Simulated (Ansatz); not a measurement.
## ZnSe: the change of pressure with volume per atom

All results are calculated (Ansatz 0.2.0). Periodic Kohn-Sham DFT of a crystal at fixed atoms; pressure and stress are positive in compression; the energy is the free energy less that of spherical unpolarised free atoms; site moments are those in the method's own spheres, positive along +z.

Cell of the first row (space group F-43m, No. 216):
```
ZnSe
1.0
      0.0000     2.7760     2.7760
      2.7760     0.0000     2.7760
      2.7760     2.7760     0.0000
Zn Se
1 1
Direct
  0.00000 0.00000 0.00000
  0.75000 0.75000 0.75000
```

Settings of every row: method all-electron PAW; functional LDA; relativity scalar; k mesh 8x8x8; filling fermi-dirac; smearing width 0.03 eV; nucleus gaussian.

Atom start moment: 0 on all atoms.

```
row  volume per atom (Å³)  pressure (GPa)
  1                21.391           0.633
  2                21.403           0.594
  3                21.846          -0.863
  4                22.301          -2.194
  5                22.529          -2.803
  6                22.757               ?
  7                22.984          -3.919
  8                23.212           -4.43
  9                23.667          -5.365
 10                24.122          -6.195
```

Question: what pressure should row 6 give?

Worked fit of pressure. Take u = (V_r/V)^(2/3) − 1 with V_r = 22.529 Å³ an atom, which is twice the finite (Eulerian) strain; such expansions in the strain, on which the Birch-Murnaghan equation of state is built, carry the rest volume and the bulk modulus. The shown rows have u = 0.03516, 0.03477, 0.02074, 0.0068, 0, -0.01324, -0.01971, -0.03232, -0.04453. Least squares give pressure = −2.8037 + 87.799 × u + 274.04 × u² + 285 × u³ GPa; a parabola predicts inner rows, each left out in turn, worse (root mean square 0.0051 against 0.0013 GPa). The rows lie off it by -0.001, 0.002, -0.001, 0.000, 0.001, 0.000, 0.000, 0.000, 0.000. The pressure vanishes at u = 0.0292, or V = 21.58 Å³ an atom, and there the bulk modulus at fixed shape and fractions is B = −V dP/dV = (2/3)(1 + u) dP/du = 71.7 GPa. The withheld row has u = -0.00669, so the fit gives −2.8037 + 87.799 × (-0.00669) + 274.04 × (-0.00669)² + 285 × (-0.00669)³ = -3.379 GPa.

The calculation gave -3.378 GPa. The fit lies 0.001 GPa (0.015 % of the column's range) below it, one unit of the last digit.
